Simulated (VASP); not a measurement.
# SnO (P4/nmm) in VASP: further runs

One crystal, SnO, is run at these levels: PBE; tasks: relaxation of cell and atoms.

Everything below comes from runs of VASP 6.6.1. Logs are shortened: lines on timing, memory, paths and dates and some standing lists are left out, and cuts for length are marked.

### 1 The structure

Symmetry: P4/nmm, No. 129, tetragonal system. Conventional cell: a = 3.799 Å, b = 3.799 Å, c = 4.841 Å, α = 90.00°, β = 90.00°, γ = 90.00°. Sn (site symmetry 4mm) is surrounded by 4 O at 2.22 Å. O (site symmetry -4m2) has 4 Sn at 2.22 Å as nearest neighbours.

### 2 Relaxation of cell and atoms, PBE

INCAR

```
SYSTEM = SnO
  ALGO = Normal
  EDIFF = 1E-6
  EDIFFG = -0.01
  ENCUT = 600
  GGA = PE
  IBRION = 2
  ISIF = 3
  ISMEAR = 0
  LASPH = .TRUE.
  LCHARG = .FALSE.
  LREAL = .FALSE.
  LWAVE = .FALSE.
  NELM = 80
  NSW = 90
  PREC = Accurate
  SIGMA = 0.03
```

KPOINTS

```
k-points
0
G
  8 8 6
  0 0 0
```

POSCAR

```
SnO
1.0
    3.7986000000      0.0000000000      0.0000000000
    0.0000000000      3.7986000000      0.0000000000
    0.0000000000      0.0000000000      4.8408000000
Sn O
2 2
Direct
    0.5000000000      0.0000000000      0.2369000000
    0.0000000000      0.5000000000      0.7631000000
    0.0000000000      0.0000000000      0.0000000000
    0.5000000000      0.5000000000      0.0000000000
```

Potentials or basis: VASP PAW PBE potentials, release 64 (Sn_d, O).

Command:

```sh
$ cat potpaw_PBE.64/Sn_d/POTCAR potpaw_PBE.64/O/POTCAR > POTCAR
$ mpirun -np 1 vasp_std > vasp.out
```

OUTCAR:

```text
SYSTEM = SnO
   EDIFF = 1E-6
   EDIFFG = -0.01
   ENCUT = 600
   GGA = PE
   IBRION = 2
   ISIF = 3
   ISMEAR = 0
   LASPH = .TRUE.
   LREAL = .FALSE.
   NELM = 80
   NSW = 90
   PREC = Accurate

 ion  position               nearest neighbor table
   1  0.500  0.000  0.237-   3 2.22   4 2.22   4 2.22   3 2.22   2 3.53   2 3.53   2 3.53   2 3.53
                             2 3.70   2 3.70   2 3.70   2 3.70
   2  0.000  0.500  0.763-   3 2.22   4 2.22   3 2.22   4 2.22   1 3.53   1 3.53   1 3.53   1 3.53
                             1 3.70   1 3.70   1 3.70   1 3.70
   3  0.000  0.000  0.000-   1 2.22   2 2.22   2 2.22   1 2.22
   4  0.500  0.500  0.000-   1 2.22   2 2.22   1 2.22   2 2.22

  LATTYP: Found a simple tetragonal cell.
 ALAT       =     3.7986000000
 C/A-ratio  =     1.2743642395

  Lattice vectors:

 A1 = (   3.7986000000,   0.0000000000,   0.0000000000)
 A2 = (   0.0000000000,   3.7986000000,   0.0000000000)
 A3 = (   0.0000000000,   0.0000000000,   4.8408000000)

Analysis of symmetry for initial positions (statically):
=====================================================================
 Subroutine PRICEL returns:
 Original cell was already a primitive cell.

 Routine SETGRP: Setting up the symmetry group for a
 simple tetragonal supercell.

 Subroutine GETGRP returns: Found 16 space group operations
 (whereof  8 operations were pure point group operations)
 out of a pool of 16 trial point group operations.

The static configuration has the point symmetry D_2d.
 The point group associated with its full space group is D_4h.

Analysis of symmetry for dynamics (positions and initial velocities):
=====================================================================
 Subroutine PRICEL returns:
 Original cell was already a primitive cell.

 Routine SETGRP: Setting up the symmetry group for a
 simple tetragonal supercell.

 Subroutine GETGRP returns: Found 16 space group operations
 (whereof  8 operations were pure point group operations)
 out of a pool of 16 trial point group operations.

The dynamic configuration has the point symmetry D_2d.
 The point group associated with its full space group is D_4h.

 Subroutine INISYM returns: Found 16 space group operations
 (whereof  8 operations are pure point group operations),
 and found     1 'primitive' translations

----------------------------------------------------------------------------------------

                                     Primitive cell

  volume of cell :      69.8497

  direct lattice vectors                    reciprocal lattice vectors
     3.798600000  0.000000000  0.000000000     0.263254883  0.000000000  0.000000000
     0.000000000  3.798600000  0.000000000     0.000000000  0.263254883  0.000000000
     0.000000000  0.000000000  4.840800000     0.000000000  0.000000000  0.206577425

  length of vectors
     3.798600000  3.798600000  4.840800000     0.263254883  0.263254883  0.206577425

  position of ions in fractional coordinates (direct lattice)
     0.500000000  0.000000000  0.236900000
     0.000000000  0.500000000  0.763100000
     0.000000000  0.000000000  0.000000000
     0.500000000  0.500000000  0.000000000

  ion indices of the primitive-cell ions
   primitive index   ion index
                 1           1
                 2           2
                 3           3
                 4           4

----------------------------------------------------------------------------------------

 KPOINTS: k-points

Automatic generation of k-mesh.
 Grid dimensions read from file:
 generate k-points for:    8    8    6

 Generating k-lattice:

  Cartesian coordinates                     Fractional coordinates (reciprocal lattice)
     0.032906860  0.000000000  0.000000000     0.125000000  0.000000000  0.000000000
     0.000000000  0.032906860  0.000000000     0.000000000  0.125000000  0.000000000
     0.000000000  0.000000000  0.034429571     0.000000000  0.000000000  0.166666667

  Length of vectors
     0.032906860  0.032906860  0.034429571

  Shift w.r.t. Gamma in fractional coordinates (k-lattice)
     0.000000000  0.000000000  0.000000000

 Subroutine IBZKPT returns following result:
 ===========================================

 Found     60 irreducible k-points:

 Following reciprocal coordinates:
            Coordinates               Weight
  0.000000  0.000000  0.000000      1.000000
  0.125000  0.000000  0.000000      4.000000
  0.250000  0.000000  0.000000      4.000000
  0.375000  0.000000  0.000000      4.000000
  0.500000  0.000000  0.000000      2.000000
  0.125000  0.125000  0.000000      4.000000
[... 16 lines left out ...]
  0.375000  0.125000  0.166667     16.000000
  0.500000  0.125000  0.166667      8.000000
 [... further k-points ...]
   k-points           NKPTS =     60   k-points in BZ     NKDIM =     60   number of bands    NBANDS=     24
   number of dos      NEDOS =    301   number of ions     NIONS =      4
   total plane-waves  NPLWV =  36000
   dimension x,y,z NGX =    30 NGY =   30 NGZ =   40
   dimension x,y,z NGXF=    60 NGYF=   60 NGZF=   80
   ions per type =               2   2
   NGX,Y,Z   is equivalent  to a cutoff of  13.13, 13.13, 13.74 a.u.
   NGXF,Y,Z  is equivalent  to a cutoff of  26.26, 26.26, 27.47 a.u.
 SYSTEM =  SnO
   PREC   = accura    normal or accurate (medium, high low for compatibility)
   ISTART =      0    job   : 0-new  1-cont  2-samecut
   ICHARG =      2    charge: 1-file 2-atom 10-const
   ISPIN  =      1    spin polarized calculation?
   LNONCOLLINEAR =      F non collinear calculations
   LSORBIT =      F    spin-orbit coupling
   LASPH  =      T    aspherical Exc in radial PAW
   ENCUT  =  600.0 eV  44.10 Ry    6.64 a.u.   7.59  7.59  9.67*2*pi/ulx,y,z
   NELM   =     80;   NELMIN=  2; NELMDL= -5     # of ELM steps
   EDIFF  = 0.1E-05   stopping-criterion for ELM
   LREAL  =      F    real-space projection
   EDIFFG = -.1E-01   stopping-criterion for IOM
   NSW    =     90    number of steps for IOM
   IBRION =      2    ionic relax: 0-MD 1-quasi-New 2-CG
   NFREE  =      1    steps in history (QN), initial steepest desc. (CG)
   ISIF   =      3    stress and relaxation
   ISYM   =      2    0-nonsym 1-usesym 2-fastsym
   POTIM  = 0.5000    time-step for ionic-motion
   TEBEG  =    0.0;   TEEND  =   0.0 temperature during run
   PSTRESS=    0.0 pullay stress
   NELECT =      40.0000    total number of electrons
   NUPDOWN=      -1.0000    fix difference up-down
   EMIN   =  10.00;   EMAX   =-10.00  energy-range for DOS
   EFERMI =   0.00;   METHOD = LEGACY
   ISMEAR =     0;   SIGMA  =   0.03  broadening in eV -4-tet -1-fermi 0-gaus
   EFERMI_NEDOS =   21; number of points for ismear=-14 and -15
   IALGO  =     38    algorithm
   IMIX   =      4    mixing-type and parameters
     AMIX     =   0.40;   BMIX     =  1.00
     AMIX_MAG =   1.60;   BMIX_MAG =  1.00
  volume/ion in A,a.u.               =      17.46       117.84
  Fermi-wavevector in a.u.,A,eV,Ry     =   1.359482  2.569048 25.146163  1.848191
  Thomas-Fermi vector in A             =   2.486226
   LORBIT       =      0    0 simple, 1 ext, 2 COOP (PROOUT), +10 PAW based schemes
   GGA     = PE    functional components
   LHFCALC =     F    Hartree Fock is set to
   AEXX    =    0.0000 exact exchange contribution
   IVDW    =     0    specifies the selected vdW correction
   LEPSILON=     F    determine dielectric tensor
   LRPA    =     F    only Hartree local field effects (RPA)
 conjugate gradient relaxation of ions
 non-spin polarized calculation
 Gauss-broadening in eV      SIGMA  =   0.03
  energy-cutoff  :      600.00
  volume of cell :       69.85
 maximum number of plane-waves:      2354
   NGX = 15   NGY = 15   NGZ = 19

--------------------------------------- Ionic step        1  -------------------------------------------

 number of electron      40.0000023 magnetization

 Free energy of the ion-electron system (eV)
  ---------------------------------------------------
  ext. energy  EPLUGINS =         0.00000000
  ---------------------------------------------------
  free energy    TOTEN  =       -22.66411998 eV

  energy without entropy =      -22.66407354  energy(sigma->0) =      -22.66409676

------------------------ aborting loop because EDIFF is reached ----------------------------------------

  FORCE on cell =-STRESS in cart. coord.  units (eV):
  Direction    XX          YY          ZZ          XY          YZ          ZX
  --------------------------------------------------------------------------------------
  -------------------------------------------------------------------------------------
  Total        2.3528292      2.3528292      1.8424520      0.0000000      0.0000000      0.0000000
  in kB       53.9680491     53.9680491     42.2612646      0.0000000      0.0000000      0.0000000
  external PRESSURE =      50.0657876 kB  Pullay stress =       0.0000000 kB
[... 95 lines left out ...]
  FREE ENERGIE OF THE ION-ELECTRON SYSTEM (eV)
  ---------------------------------------------------
  free  energy   TOTEN  =       -22.7145844167 eV

  energy  without entropy=      -22.7145832776  energy(sigma->0) =      -22.71458385

 E-fermi :   6.6293     XC(G=0): -10.0036

 val. band max:        6.4318899488   @ k =   0.0000   0.0000   0.0000
 cond. band min:       6.7521041446   @ k =   0.5000   0.5000   0.0000
 fundamental gap:      0.3202141958
 Fermi energy:         6.6293082846

 k-point     1 :       0.0000    0.0000    0.0000
  band No.  band energies     occupation
      1     -15.3169      2.00000
      2     -14.9560      2.00000
      3     -14.9560      2.00000
      4     -14.9513      2.00000
      5     -14.9236      2.00000
      6     -14.9127      2.00000
[... 637 lines left out ...]
     23      11.4796      0.00000
     24      11.4796      0.00000

 [... further k-points ...]

[... ionic steps 4 to 13 ...]

--------------------------------------- Ionic step       14  -------------------------------------------

 number of electron      39.9999987 magnetization

------------------------ aborting loop because EDIFF is reached ----------------------------------------

  FORCE on cell =-STRESS in cart. coord.  units (eV):
  Direction    XX          YY          ZZ          XY          YZ          ZX
  --------------------------------------------------------------------------------------
  -------------------------------------------------------------------------------------
  Total        0.0456746      0.0456746      0.0685067      0.0000000      0.0000000      0.0000000
  in kB        0.9747297      0.9747297      1.4619841      0.0000000      0.0000000      0.0000000
  external PRESSURE =       1.1371478 kB  Pullay stress =       0.0000000 kB
[... 61 lines left out ...]
  energy  without entropy=      -22.7241301110  energy(sigma->0) =      -22.72413011

--------------------------------------- Ionic step       16  -------------------------------------------

 number of electron      39.9999987 magnetization

 Free energy of the ion-electron system (eV)
  ---------------------------------------------------
  ext. energy  EPLUGINS =         0.00000000
  ---------------------------------------------------
  free energy    TOTEN  =       -22.72418337 eV

  energy without entropy =      -22.72418337  energy(sigma->0) =      -22.72418337

 E-fermi :   6.3928     XC(G=0):  -9.8654

 val. band max:        6.2133118731   @ k =   0.0000   0.0000   0.0000
 cond. band min:       6.6500306018   @ k =   0.5000   0.5000   0.0000
 fundamental gap:      0.4367187287
 Fermi energy:         6.3927674979

 k-point     1 :       0.0000    0.0000    0.0000
  band No.  band energies     occupation
      1     -15.5386      2.00000
      2     -15.1794      2.00000
      3     -15.1747      2.00000
      4     -15.1747      2.00000
      5     -15.1458      2.00000
      6     -15.1309      2.00000
[... 637 lines left out ...]
     23      11.3057      0.00000
     24      11.3057      0.00000

 [... further k-points ...]
[... 5 lines left out ...]
  --------------------------------------------------------------------------------------
  -------------------------------------------------------------------------------------
  Total        0.0170879      0.0170879      0.0075885      0.0000000      0.0000000      0.0000000
  in kB        0.3636289      0.3636289      0.1614821      0.0000000      0.0000000      0.0000000
  external PRESSURE =       0.2962466 kB  Pullay stress =       0.0000000 kB
[... 19 lines left out ...]
  FREE ENERGIE OF THE ION-ELECTRON SYSTEM (eV)
  ---------------------------------------------------
  free  energy   TOTEN  =       -22.7241833695 eV

  energy  without entropy=      -22.7241833695  energy(sigma->0) =      -22.72418337

 reached required accuracy - stopping structural energy minimisation
```

Wall time 6.4 min (1 thread of Intel Xeon 6975P-C (Granite Rapids), shared host); peak memory 0.26 GiB.

What came out:

```yaml
Free_energy: -22.7242 eV
Relaxed_volume: 18.82 Å³/atom
Relaxed_cell: a = 3.867 Å, b = 3.867 Å, c = 5.034 Å, α = 90.00°, β = 90.00°, γ = 90.00°
Space_group_after_relaxing_to_0.05_Å: P4/nmm (No. 129)
Energy_gained_by_relaxing: 15.0 meV/atom
Ionic_steps: 16
Pressure_after_relaxing: 0.0 GPa
Band_gap_on_the_k_mesh: 0.44 eV, indirect (least direct gap 1.93 eV)
```

Step by step:
```tsv
step	energy change (eV)	largest force (eV/Å)	pressure (GPa)	volume (Å³)
1	0.0000	0.5839	5.01	69.85
2	-0.0050	0.8867	-3.51	75.51
3	-0.0505	0.2115	0.27	72.65
4	-0.0505	0.1963	0.36	72.60
5	-0.0540	0.1134	0.26	73.04
6	-0.0556	0.0157	0.14	73.59
7	-0.0567	0.0343	-0.02	73.89
8	-0.0577	0.0563	-0.18	74.25
9	-0.0586	0.1006	-0.46	74.97
10	-0.0592	0.0736	-0.32	75.00
11	-0.0598	0.0241	-0.05	75.04
12	-0.0595	0.0767	0.44	75.14
13	-0.0600	0.0126	0.08	75.08
14	-0.0600	0.0095	0.11	75.08
15	-0.0600	0.0082	0.08	75.13
16	-0.0601	0.0013	0.03	75.29
```

Final structure:
```yaml
crystal:
  lattice:
    - [3.86722, 0.00000, 0.00000]
    - [0.00000, 3.86722, 0.00000]
    - [0.00000, 0.00000, 5.03437]
  atoms:
    - { symbol: Sn, position: [0.50000, 0.00000, 0.23095] }
    - { symbol: Sn, position: [0.00000, 0.50000, 0.76905] }
    - { symbol: O, position: [0.00000, 0.00000, 0.00000] }
    - { symbol: O, position: [0.50000, 0.50000, 0.00000] }
```

Caveat: spin-orbit coupling is left out, which moves the levels of the heavy elements. A k mesh can miss the band edges.

### 3 Relaxation of cell and atoms, PBE

This run uses another cell than the first one, of 18.82 Å³/atom, 1.078 times its volume.

Edit INCAR of step 2 so:

```diff
@@ -2,4 +2,4 @@
   ALGO = Normal
-  EDIFF = 1E-6
-  EDIFFG = -0.01
+  EDIFF = 1E-7
+  EDIFFG = -0.005
   ENCUT = 600
```

KPOINTS is that of step 2.

POSCAR

```
SnO                                     
1.0
    3.8672151681      0.0000000000      0.0000000000
    0.0000000000      3.8672151681     -0.0000000000
    0.0000000000     -0.0000000000      5.0343678979
  Sn              O             
     2     2
Direct
     0.5000000000000000    0.0000000000000000    0.2309516304942157
     0.0000000000000000    0.5000000000000000    0.7690483695057841
     0.0000000000000000    0.0000000000000000    0.0000000000000000
     0.5000000000000000    0.5000000000000000    0.0000000000000000
```

Potentials or basis: VASP PAW PBE potentials, release 64 (Sn_d, O).

Command:

```sh
$ cat potpaw_PBE.64/Sn_d/POTCAR potpaw_PBE.64/O/POTCAR > POTCAR
$ mpirun -np 1 vasp_std > vasp.out
```

It took 46 s on 1 thread of Intel Xeon 6975P-C (Granite Rapids), shared host; peak memory 0.26 GiB.

Results (log left out):

* Free energy: -22.7304 eV
* Pressure after relaxing: 0.0 GPa
* Band gap on the k mesh: 0.44 eV, indirect (least direct gap 1.93 eV)

Final structure:
```
Sn O
1.0
     3.86722    0.00000    0.00000
     0.00000    3.86722    0.00000
     0.00000    0.00000    5.03437
Sn O
2 2
Direct
  0.50000 0.00000 0.23095
  0.00000 0.50000 0.76905
  0.00000 0.00000 0.00000
  0.50000 0.50000 0.00000
```

Levels at points of the mesh, in eV from the valence-band top:
```
           k point  band 17  band 18  band 19  band 20  band 21  band 22  band 23  band 24
(0.00, 0.00, 0.00)    -3.16    -2.87    -2.87     0.00     1.93     4.14     4.85     4.85
(0.50, 0.00, 0.00)    -4.46    -4.46    -2.37    -2.37     3.05     3.05     5.73     5.73
(0.50, 0.50, 0.00)    -2.24    -2.24    -1.76    -1.76     0.44     0.44     4.55     4.55
(0.00, 0.00, 0.50)    -3.21    -2.89    -2.89    -1.96     1.73     3.25     3.25     3.74
(0.50, 0.00, 0.50)    -4.44    -4.44    -1.55    -1.55     2.49     2.49     5.51     5.51
(0.50, 0.50, 0.50)    -2.39    -2.39    -2.24    -2.24     2.57     2.57     3.79     3.79
```

Caveat: the relaxation stopped at its first step, so nothing moved; spin-orbit coupling is left out, which moves the levels of the heavy elements. A hybrid or GW would open this gap; PBE tends to underestimate it.
